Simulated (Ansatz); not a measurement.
# BaZrO3 (Pm-3m) in Ansatz: notebook

Aim: see how the results for BaZrO3 move with the level of theory and the settings. Levels: BLYP+D3(BJ), BLYP+D4. Tasks: relaxation of cell and atoms.

Program: Ansatz 0.2.0. These are calculated values, not measurements. Logs are shortened: lines on timing, memory, paths and dates and some standing lists are left out, and cuts for length are marked.

## 1. The structure

It takes space group Pm-3m (No. 221, cubic). Conventional cell: a = 4.191 Å, b = 4.191 Å, c = 4.191 Å, α = 90.00°, β = 90.00°, γ = 90.00°. Ba (site symmetry m-3m) is surrounded by 12 O at 2.96 Å. Zr (site symmetry m-3m) is surrounded by 6 O at 2.10 Å. Around O (site symmetry 4/mmm) lie 2 Zr at 2.10 Å.

## 2. Relaxation of cell and atoms, BLYP+D3(BJ)

File input.yaml:

```yaml
crystal:
  lattice:
    - [4.19134, 0.0, 0.0]
    - [0.0, 4.19134, 0.0]
    - [0.0, 0.0, 4.19134]
  atoms:
    - { symbol: Ba, position: [0.0, 0.0, 0.0] }
    - { symbol: Zr, position: [0.5, 0.5, 0.5] }
    - { symbol: O, position: [0.5, 0.5, 0.0] }
    - { symbol: O, position: [0.5, 0.0, 0.5] }
    - { symbol: O, position: [0.0, 0.5, 0.5] }
hamiltonian:
  xc: blyp
  pseudopotentials: { kind: paw }
  dispersion: d3bj
kpoints:
  mp_grid: { grid: [6, 6, 6] }
scf:
  occupations: { method: fermi_dirac, width: 0.05 }
output:
  forces: true
  stress: true
relax:
  f_tol: 0.01
  max_steps: 40
  cell: { stress_tol: 0.05 }
```

Potentials or basis: Ansatz PAW.

Command:

```bash
$ ansatz run input.yaml --threads 2 --pin off --max-ram 5632MiB --backend cpu --events-out ev --progress --plain --runs-dir out
```

The log of the run:

```text
Warning: RAYON_NUM_THREADS=2 ignored (pool sized by the plan → 2); use --threads N
Engine: ansatz 0.2.0, x86_64-unknown-linux-gnu
Pseudopotentials: kind: paw
Pseudopotential: Ba, paw, valence charge 10, recommended cutoff 420 eV (normal), Ba.paw.azcp
Pseudopotential: Zr, paw, valence charge 12, recommended cutoff 420 eV (normal), Zr.paw.azcp
Pseudopotential: O, paw, valence charge 6, recommended cutoff 420 eV (normal), O.paw.azcp
Functional definition: BLYP
  parameter beta = 0.0042
  parameter a = 0.04918
  parameter b = 0.132
  parameter c = 0.2533
  parameter d = 0.349
  exchange = b88_x(beta = beta)
  correlation = lyp_c(a = a, b = b, c = c, d = d)
Crystal: 5 atoms, lattice volume = 73.631 Å³
Basis set: ecut = 420 eV, 1419 PW (Γ), exchange–correlation on 60×60×60 points (8 copies of the dense FFT grid, shifted against one another)
Bands: 25, of which v1, the nominal top of the filled ones, is band 20 counted from 1 (19 counted from 0)
Symmetry: 48 space group operations
Space group: Pm-3m (ITA 221), of the structure as read, at distance tolerance 4.2e-5 Å
k-points: 20 of 216
Non-local potential: Ba, projectors of the file, l = 0: 3, l = 1: 2, l = 2: 2, l = 3: 2
Non-local potential: Zr, projectors of the file, l = 0: 3, l = 1: 2, l = 2: 2, l = 3: 2
Non-local potential: O, projectors of the file, l = 0: 2, l = 1: 2, l = 2: 1
PAW form: soft (Blöchl's): semilocal exchange-correlation on the pseudo side does not see the compensation charge
PAW frozen core: Ba, regenerated for the run's functional, and the local potential with it (the file was generated under x = pbe(κ = 0.804, μ = 0.2195149727645171), c = pbe(β = 0.06672455060314922))
PAW frozen core: Zr, regenerated for the run's functional, and the local potential with it (the file was generated under x = pbe(κ = 0.804, μ = 0.2195149727645171), c = pbe(β = 0.06672455060314922))
PAW frozen core: O, regenerated for the run's functional, and the local potential with it (the file was generated under x = pbe(κ = 0.804, μ = 0.2195149727645171), c = pbe(β = 0.06672455060314922))
PAW one-centre angular grid: Ba, 194 points (default); XC on 64 Gauss nodes
PAW one-centre angular grid: Zr, 590 points (default); XC on 64 Gauss nodes
PAW one-centre angular grid: O, 110 points (default); XC on 64 Gauss nodes
Initial density: superposition of atomic densities (neutral atoms: chi_scale 0, normalization atom), corrected by the library's trained network
Initial wavefunctions: pseudopotential atomic-orbital guess
Functional: x = b88, c = lyp
SCF iter   1: F=—  HF=-11885.378061 eV  |F-HF|=—  |Δ(HF+E_count)|=         —  Δρ=1.98e-2  dr2=2.22e-1  ethr=1.77e-3  ⟨swp⟩=7.4  Hψ=2641  notcnv=0
preconditioner: auto → Resta (q_TF=auto, 2.464 Å⁻¹)  ε∞=3.7  [insulator: Δε(μ)=3.597 eV  Ē_g=16.301 eV  σ=0.050 eV  W_gap=1.00  n_scr=18 (ndim 8)  ℏωp=26.7 eV  f_vac=0.000  D(μ)=0.00/eV (n_scr^D=0)  ε∞_Penn≈3.7]
SCF iter   2: F=—  HF=-11885.329171 eV  |F-HF|=—  |Δ(HF+E_count)|=   4.89e-2  Δρ=6.37e-3  dr2=2.45e-2  ethr=5.54e-4  ⟨swp⟩=2.3  Hψ=1026  notcnv=0  defer=20
SCF iter   3: F=—  HF=-11885.323696 eV  |F-HF|=—  |Δ(HF+E_count)|=   5.47e-3  Δρ=1.25e-3  dr2=9.33e-4  ethr=6.11e-5  ⟨swp⟩=2.0  Hψ=795  notcnv=0  defer=20
SCF iter   4: F=—  HF=-11885.323715 eV  |F-HF|=—  |Δ(HF+E_count)|=   1.94e-5  Δρ=2.07e-4  dr2=2.41e-5  ethr=2.33e-6  ⟨swp⟩=2.0  Hψ=829  notcnv=0  defer=20
SCF iter   5: F=—  HF=-11885.323641 eV  |F-HF|=—  |Δ(HF+E_count)|=   7.49e-5  Δρ=3.62e-5  dr2=5.92e-7  ethr=6.01e-8  ⟨swp⟩=2.0  Hψ=878  notcnv=0  defer=20
SCF iter   6: F=-11885.323641 eV  HF=-11885.323641 eV  |F-HF|=2.61e-8  |Δ(HF+E_count)|=   3.66e-7  Δρ=6.22e-6  dr2=1.41e-8  ethr=2.50e-10  ⟨swp⟩=5.2  Hψ=1969  notcnv=0
SCF 1 converged in 6 iterations: F = -11885.323641 eV  dr2 = 1.41e-8
[... 25 lines left out ...]
Initial wavefunctions: pseudopotential atomic-orbital guess (no wavefunctions were taken with the density)
iter 1 solved again at ethr=3.23e-7 eV; its pass at ethr=3.10e-3 eV (dr2=1.29e-4 eV) is discarded
SCF iter   1: F=—  HF=-11885.333833 eV  |F-HF|=—  |Δ(HF+E_count)|=         —  Δρ=1.79e-4  dr2=3.85e-6  ethr=3.23e-7  ⟨swp⟩=3.0  Hψ=4010  notcnv=0
preconditioner: auto → Resta (q_TF=auto, 2.458 Å⁻¹)  ε∞=3.7  [insulator: Δε(μ)=3.293 eV  Ē_g=16.131 eV  σ=0.050 eV  W_gap=1.00  n_scr=18 (ndim 8)  ℏωp=26.5 eV  f_vac=0.001  D(μ)=0.00/eV (n_scr^D=0)  ε∞_Penn≈3.7]
SCF iter   2: F=—  HF=-11885.333743 eV  |F-HF|=—  |Δ(HF+E_count)|=   9.03e-5  Δρ=8.43e-5  dr2=1.38e-6  ethr=9.63e-9  ⟨swp⟩=2.0  Hψ=900  notcnv=0
SCF iter   3: F=—  HF=-11885.333756 eV  |F-HF|=—  |Δ(HF+E_count)|=   1.30e-5  Δρ=4.13e-5  dr2=1.59e-7  ethr=3.46e-9  ⟨swp⟩=2.0  Hψ=675  notcnv=0
SCF iter   4: F=—  HF=-11885.333760 eV  |F-HF|=—  |Δ(HF+E_count)|=   3.81e-6  Δρ=2.84e-6  dr2=3.21e-9  ethr=3.96e-10  ⟨swp⟩=2.0  Hψ=870  notcnv=0
SCF iter   5: F=—  HF=-11885.333760 eV  |F-HF|=—  |Δ(HF+E_count)|=   2.84e-9  Δρ=8.44e-7  dr2=2.71e-10  ethr=8.02e-12  ⟨swp⟩=2.7  Hψ=929  notcnv=0
SCF iter   6: F=-11885.333760 eV  HF=-11885.333760 eV  |F-HF|=2.18e-11  |Δ(HF+E_count)|=  3.91e-10  Δρ=1.68e-7  dr2=1.97e-11  ethr=1.00e-12  ⟨swp⟩=5.0  Hψ=1819  notcnv=0
SCF 4 converged in 6 iterations: F = -11885.333760 eV  dr2 = 1.97e-11
relax step   4: F+E_penalty+E_count = -11885.33376001 eV  Δ(F+E_penalty+E_count) = -5.104e-3 eV  max|allowed force component| = 5.456e-30 eV/Å  Δτ_max = 0.0000 Å  P = +0.075 GPa  Ω = 74.799 Å³  stress off target by 7.52e-2 GPa  SCF on the basis re-selected at this cell (its energy is not comparable with the rows above)  (6 SCF iters)
basis re-selected at this cell: Δ(F+E_penalty+E_count) = -5.104e-3 eV, ΔP = +0.107 GPa vs the last step (what re-selecting the basis moved, of the pressure what is left beyond the Pulay correction that the steps carried, after the strain that the cell walked since its last selection, with what the two solves' SCF thresholds leave and, on support functions, any second-order correction that the steps lacked; it is no measure of the basis error at this ecutwfc). This SCF's stress stands 7.52e-2 GPa from its target on what of the cell is left free (relax.cell.stress_tol is 5.00e-2 GPa) and its largest allowed force component is 5.46e-30 eV/Å (relax.f_tol is 1.00e-2 eV/Å): not within both, so this SCF does not close the relaxation
Crystal: 5 atoms, lattice volume = 74.834 Å³
iter 1 solved again at ethr=5.07e-9 eV; its pass at ethr=3.10e-3 eV (dr2=2.03e-6 eV) is discarded
SCF iter   1: F=—  HF=-11885.333777 eV  |F-HF|=—  |Δ(HF+E_count)|=         —  Δρ=5.57e-5  dr2=1.66e-6  ethr=5.07e-9  ⟨swp⟩=2.0  Hψ=2945  notcnv=0
preconditioner: auto → Resta (q_TF=auto, 2.458 Å⁻¹)  ε∞=3.7  [insulator: Δε(μ)=3.291 eV  Ē_g=16.129 eV  σ=0.050 eV  W_gap=1.00  n_scr=18 (ndim 8)  ℏωp=26.5 eV  f_vac=0.001  D(μ)=0.00/eV (n_scr^D=0)  ε∞_Penn≈3.7]
SCF iter   2: F=—  HF=-11885.333645 eV  |F-HF|=—  |Δ(HF+E_count)|=   1.32e-4  Δρ=2.15e-5  dr2=2.28e-7  ethr=4.16e-9  ⟨swp⟩=2.0  Hψ=900  notcnv=0
SCF iter   3: F=—  HF=-11885.333645 eV  |F-HF|=—  |Δ(HF+E_count)|=   2.77e-8  Δρ=1.10e-5  dr2=5.50e-8  ethr=5.69e-10  ⟨swp⟩=2.3  Hψ=723  notcnv=0
SCF iter   4: F=-11885.333645 eV  HF=-11885.333645 eV  |F-HF|=1.06e-10  |Δ(HF+E_count)|=   1.52e-9  Δρ=2.38e-6  dr2=2.36e-9  ethr=3.53e-11  ⟨swp⟩=5.5  Hψ=1878  notcnv=0
SCF 5 converged in 4 iterations: F = -11885.333645 eV  dr2 = 2.36e-9
relax step   5: F+E_penalty+E_count = -11885.33364480 eV  Δ(F+E_penalty+E_count) = +1.152e-4 eV  max|allowed force component| = 3.708e-30 eV/Å  Δτ_max = 0.0000 Å  P = +0.001 GPa  Ω = 74.834 Å³  energy of the carried Pulay correction = -1.236e-4 eV  (4 SCF iters, dr2 threshold 1.41e-8 eV, accepted)
iter 1 solved again at ethr=2.73e-7 eV; its pass at ethr=3.10e-3 eV (dr2=1.09e-4 eV) is discarded
SCF iter   1: F=—  HF=-11885.334080 eV  |F-HF|=—  |Δ(HF+E_count)|=         —  Δρ=2.18e-5  dr2=9.42e-8  ethr=2.73e-7  ⟨swp⟩=3.0  Hψ=4053  notcnv=0
eigensolver tolerance schedule: the retry pair's looser diagonalisation over-reported the residual by 1159.50 of it (diagonalisation noise at 0.11 of the residual, at the tolerance the schedule requests for it); recorded, not acted on — ethr = c·dr2/N_el stays at c = 1.0e-1
SCF iter   2: F=—  HF=-11885.333947 eV  |F-HF|=—  |Δ(HF+E_count)|=   1.33e-4  Δρ=1.00e-5  dr2=4.82e-8  ethr=2.35e-10  ⟨swp⟩=3.0  Hψ=1226  notcnv=0
SCF iter   3: F=—  HF=-11885.333947 eV  |F-HF|=—  |Δ(HF+E_count)|=   1.34e-9  Δρ=6.04e-6  dr2=8.56e-9  ethr=1.20e-10  ⟨swp⟩=2.0  Hψ=614  notcnv=0
SCF iter   4: F=—  HF=-11885.333947 eV  |F-HF|=—  |Δ(HF+E_count)|=   5.38e-9  Δρ=2.40e-6  dr2=2.06e-9  ethr=2.14e-11  ⟨swp⟩=1.6  Hψ=655  notcnv=0
SCF iter   5: F=-11885.333947 eV  HF=-11885.333947 eV  |F-HF|=7.28e-12  |Δ(HF+E_count)|=  7.86e-10  Δρ=1.36e-7  dr2=7.62e-12  ethr=1.00e-12  ⟨swp⟩=4.5  Hψ=2364  notcnv=0
SCF 6 converged in 5 iterations: F = -11885.333947 eV  dr2 = 7.62e-12
relax step   6: F+E_penalty+E_count = -11885.33394692 eV  Δ(F+E_penalty+E_count) = -3.021e-4 eV  max|allowed force component| = 4.023e-30 eV/Å  Δτ_max = 0.0000 Å  P = +0.003 GPa  Ω = 74.834 Å³  stress off target by 2.52e-3 GPa  SCF on the basis re-selected at this cell (its energy is not comparable with the rows above)  (5 SCF iters)
basis re-selected at this cell: Δ(F+E_penalty+E_count) = -3.021e-4 eV, ΔP = +0.002 GPa vs the last step (what re-selecting the basis moved, of the pressure what is left beyond the Pulay correction that the steps carried, after the strain that the cell walked since its last selection, with what the two solves' SCF thresholds leave and, on support functions, any second-order correction that the steps lacked; it is no measure of the basis error at this ecutwfc). This SCF's stress stands 2.52e-3 GPa from its target on what of the cell is left free (relax.cell.stress_tol is 5.00e-2 GPa) and its largest allowed force component is 4.02e-30 eV/Å (relax.f_tol is 1.00e-2 eV/Å): within both
SCF converged after 5 iterations
Free energy (F): -11885.333947 eV
Harris-Foulkes:  -11885.333947 eV  (|F-HF|=7.28e-12)
Internal energy: -11885.333947 eV  (E = F + TS)
E sigma→0 (E₀):  -11885.333947 eV
Fermi energy:    11.638812 eV
--- Per-component energies (eV) ---
  E_band       = -86.033121
  E_kinetic    = 1034.514402
  E_local      = -1968.148284  (includes V_loc(G=0)·N_el)
  E_nonlocal   = 279.017257
  E_hartree    = 698.853300
  E_xc         = -549.265227
  E_vxc        = -605.578069  (∫ρ·V_xc dr)
  E_paw        = -8698.390839  (= ΣΔE_a)
  E_vpaw       = -223.552644  (= ΣTr[D̂ρ^β])
  E_aug_tail   = 0.007568  (compensation charges beyond the density's cutoff)
  E_ewald      = -2679.255255
  E_disp       = -2.836444  (pairwise vdW)
  E_core_change = 0.169575  (= ΣΔE_core)
  E_smearing   = -0.000000  (= −TS)
  E_closure    = 0.000000  (closes the sum)
  Σ components = -11885.333947   (vs F -11885.333947, Δ=0.00e0)
--- Forces (eV/Å), atoms counted from 1 ---
  atom   1  Ba     0.00000000    -0.00000000     0.00000000
  atom   2  Zr     0.00000000     0.00000000     0.00000000
  atom   3  O      0.00000000     0.00000000     0.00000000
  atom   4  O      0.00000000     0.00000000     0.00000000
  atom   5  O      0.00000000     0.00000000    -0.00000000
  max |Σ_I F_I| component: 9.73e-30 eV/Å
--- Stress (GPa, compression-positive) ---
        0.002520      -0.000000      -0.000000
       -0.000000       0.002520      -0.000000
       -0.000000      -0.000000       0.002520
  P = ⅓ Tr σ = 0.0025 GPa (0.025 kbar)
--- Relaxed structure (4 steps of the walk, 4 accepted, 2 SCFs on fresh bases) ---
  F+E_penalty+E_count = -11885.33394692 eV   max|allowed force component| = 4.023e-30 eV/Å   (the final SCF, on the basis selected at the relaxed cell)
  cell:  # Å, volume = 74.8344 Å³
    - [4.214057330864473, -4.358419587688823e-34, 6.219148778750448e-35]
    - [-3.7164429395597438e-34, 4.214057330864473, 6.419766481290786e-35]
    - [6.219148778750448e-35, 6.419766481290786e-35, 4.214057330864473]
  atoms:
    - { symbol: Ba, position: [2.174857410561984e-36, -1.136789292998734e-36, -7.179721850193703e-38] }
    - { symbol: Zr, position: [0.5, 0.5, 0.5] }
    - { symbol: O, position: [0.5, 0.5, 1.6752684317234911e-37] }
    - { symbol: O, position: [0.5, 1.196620308374094e-37, 0.5] }
    - { symbol: O, position: [2.602649170632359e-37, 0.5, 0.5] }
```

Wall time 5.5 s (2 threads of Intel Xeon Platinum 8488C (Sapphire Rapids), shared host); peak memory 0.45 GiB.

What came out:

| Quantity | Value |
| --- | --- |
| Free energy | -11885.3339 eV |
| Relaxed volume | 14.97 Å³/atom |
| Relaxed cell | a = 4.214 Å, b = 4.214 Å, c = 4.214 Å, α = 90.00°, β = 90.00°, γ = 90.00° |
| Space group after relaxing (to 0.05 Å) | Pm-3m (No. 221) |
| Energy gained by relaxing | 2.1 meV/atom |
| Ionic steps | 6 |
| Pressure after relaxing | 0.0 GPa |
| Band gap on the k mesh | 3.29 eV |

The path:
```
step  energy change (eV)  largest force (eV/Å)  volume (Å³)
   1              0.0000                0.0000        73.63
   2             -0.0003                0.0000        75.41
   3             -0.0050                0.0000        74.80
   4             -0.0101                0.0000        74.80
   5             -0.0100                0.0000        74.83
   6             -0.0103                0.0000        74.83
```

Final structure:
```cif
data_structure
_symmetry_space_group_name_H-M 'P 1'
_symmetry_Int_Tables_number 1
_cell_length_a 4.2141
_cell_length_b 4.2141
_cell_length_c 4.2141
_cell_angle_alpha 90.000
_cell_angle_beta 90.000
_cell_angle_gamma 90.000
_cell_volume 74.83
loop_
_atom_site_label
_atom_site_type_symbol
_atom_site_fract_x
_atom_site_fract_y
_atom_site_fract_z
_atom_site_occupancy
Ba1 Ba 0.00000 0.00000 0.00000 1
Zr1 Zr 0.50000 0.50000 0.50000 1
O1 O 0.50000 0.50000 0.00000 1
O2 O 0.50000 0.00000 0.50000 1
O3 O 0.00000 0.50000 0.50000 1
```

Caveat: the plane-wave basis is chosen anew once the cell has moved, so the energies of steps on either side of that aren't comparable; the pressure holds a Pulay correction of +0.6 GPa for the finite cutoff; spin-orbit coupling is left out, which moves the levels of the heavy elements; the PAW data sets come from PBE, with cores solved anew for the run's functional, which leaves a small shift of forces and pressure.

## 3. Relaxation of cell and atoms, BLYP+D4

input.yaml, as its differences from that of step 2:

```diff
@@ -14,3 +14,3 @@
   pseudopotentials: { kind: paw }
-  dispersion: d3bj
+  dispersion: d4
 kpoints:
```

Potentials or basis: Ansatz PAW.

Command:

```bash
$ ansatz run input.yaml --threads 2 --pin off --max-ram 5632MiB --backend cpu --events-out ev --progress --plain --runs-dir out
```

It took 7 s on 2 threads of Intel Xeon Platinum 8488C (Sapphire Rapids), shared host; peak memory 0.46 GiB.

Results (log left out):

```
Free energy                            : -11884.3181 eV
Relaxed volume                         : 15.16 Å³/atom
Relaxed cell                           : a = 4.232 Å, b = 4.232 Å, c = 4.232 Å, α = 90.00°, β = 90.00°, γ = 90.00°
Space group after relaxing (to 0.05 Å) : Pm-3m (No. 221)
Energy gained by relaxing              : 6.1 meV/atom
Ionic steps                            : 7
Pressure after relaxing                : 0.0 GPa
Band gap on the k mesh                 : 3.26 eV
```

The path:
```tsv
step	energy change (eV)	largest force (eV/Å)	volume (Å³)
1	0.0000	0.0000	73.63
2	-0.0102	0.0000	76.82
3	-0.0217	0.0000	75.76
4	-0.0219	0.0000	75.71
5	-0.0306	0.0000	75.71
6	-0.0304	0.0000	75.80
7	-0.0306	0.0000	75.80
```

Final structure:
```cif
data_structure
_symmetry_space_group_name_H-M 'P 1'
_symmetry_Int_Tables_number 1
_cell_length_a 4.2322
_cell_length_b 4.2322
_cell_length_c 4.2322
_cell_angle_alpha 90.000
_cell_angle_beta 90.000
_cell_angle_gamma 90.000
_cell_volume 75.80
loop_
_atom_site_label
_atom_site_type_symbol
_atom_site_fract_x
_atom_site_fract_y
_atom_site_fract_z
_atom_site_occupancy
Ba1 Ba 0.00000 0.00000 0.00000 1
Zr1 Zr 0.50000 0.50000 0.50000 1
O1 O 0.50000 0.50000 0.00000 1
O2 O 0.50000 0.00000 0.50000 1
O3 O 0.00000 0.50000 0.50000 1
```

Caveat: the plane-wave basis is chosen anew once the cell has moved, so the energies of steps on either side of that aren't comparable; the pressure holds a Pulay correction of +0.6 GPa for the finite cutoff; spin-orbit coupling is left out, which moves the levels of the heavy elements; the PAW data sets come from PBE, with cores solved anew for the run's functional, which leaves a small shift of forces and pressure. A k mesh can miss the band edges.
